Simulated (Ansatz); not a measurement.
## Property card for AlNi3

The calculation used DFT PBE, scalar-relativistic, plane waves, PAW (Ansatz).

Plane waves to 420 eV, a k mesh through Γ of 12×12×12 on the computed 4-atom cell and Gaussian smearing (0.10 eV); collinear spin from starting moments 0 0.3 0.3 0.3 μB.

The structure is relaxed at this level of theory with its symmetry kept. Whether it is the stable form of this composition wasn't checked.

```
CELL_PARAMETERS angstrom
3.56668 0.00000 0.00000
0.00000 3.56668 0.00000
0.00000 0.00000 3.56668
ATOMIC_POSITIONS crystal
Al 0.00000 0.00000 0.00000
Ni 0.00000 0.50000 0.50000
Ni 0.50000 0.00000 0.50000
Ni 0.50000 0.50000 0.00000
```

Formation energy from the elements' standard states (uncorrected)?

-0.431 eV/atom.

Density of states at the Fermi level?

3.11 states/eV per cell.

Löwdin character within 0.5 eV of the Fermi level?

Ni 3d 85 %.

Bulk modulus?

182 GPa.

Its pressure derivative?

4.6.

Bader charges (e)?

Al (1 in the cell) 1.84, Ni (3 in the cell) -0.61.

Total moment?

0.74 μB per cell.

Site moments (μB; atoms counted from 1 over the whole cell)?

Ni (atom 2) 0.28, Ni (atom 3) 0.28, Ni (atom 4) 0.28.

Only this magnetic start was tried.